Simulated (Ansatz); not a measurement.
BN under strain — field gradients at the nuclei

The cell is a structure deposited in the COD, relaxed with PBE at fixed cell and then changed (z stretched by 2 %, ions relaxed).

```
CELL_PARAMETERS angstrom
0.00000 1.80750 1.84365
1.80750 0.00000 1.84365
1.80750 1.80750 0.00000
ATOMIC_POSITIONS crystal
B 0.00000 0.00000 0.00000
N 0.25000 0.25000 0.25000
```

Sites (sets of like atoms) are named by element and the number of their first atom in this list.

Level of theory: DFT, PBE, plane waves and PAW, scalar-relativistic, 420 eV cutoff, Γ-centred 14×14×14 k-points, Fermi–Dirac smearing 0.02 eV (Ansatz 0.2.0).

C_Q = eQV_zz/h, which is 24.18 MHz for Q = 1 b and V_zz = 10²¹ V/m²; η = (V_xx − V_yy)/V_zz.

¹⁰B: I = 3, Q = 84.59 mb; 14N: I = 1, Q = 20.44 mb. Nuclear quadrupole moments: year-2017 set (Pyykkö).

```
site  atoms (order as listed)    first shell  V_xx, V_yy, V_zz (10²¹ V/m²)     η  C_Q (MHz)
   B                        1  4 N at 1.58 Å          0.026, 0.026, -0.052  0.00     -0.106
   N                        2  4 B at 1.58 Å            -0.17, -0.17, 0.34  0.00      0.167
```

An axis of threefold or higher order runs through B and N, so V_zz lies along it and η is zero.
